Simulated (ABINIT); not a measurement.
# Zn in ABINIT: convergence with cutoff

The system is Zn.

```
Zn
1.0
     0.00000    1.96478    1.96478
     1.96478    0.00000    1.96478
     1.96478    1.96478    0.00000
Zn
1
Cartesian
  0.0000 0.0000 0.0000
```

This isn't the form of Zn at room conditions, which is hcp.

| Quantity | Value |
| --- | --- |
| Program | ABINIT 10.8.3 (patched build) |
| Task | single point |
| Functional | PBEsol |
| Potentials or basis | JTH PAW PBE v2.0 |
| Cutoff | 245 eV |
| k mesh | 12 × 12 × 12 |
| Occupations | methfessel-paxton, width 0.05 eV |
| Spin | no spin polarisation |

These are the settings of the first run; the series varies cutoff, with any setting tied to it.

Hardware: 1 thread of Arm Neoverse N1 (shared host).

```tsv
cutoff	energy less the tightest run (meV/atom)	SCF cycles	CPU time (s)	peak memory (GiB)
9 Ha	5930.76	10	7.9	0.08
11 Ha	631.56	12	9.6	0.08
13 Ha	78.00	22	21	0.08
15.5 Ha	52.14	24	24	0.09
18.5 Ha	26.22	23	34	0.09
22 Ha	5.83	14	25	0.09
25.5 Ha	3.55	23	40	0.1
29.5 Ha	2.16	18	44	0.1
35 Ha	0.00	33	96	0.11
```

Not settled before the last step: the energy (to 1 meV/atom). The tightest run that finished is the yardstick and may itself not be fully converged.
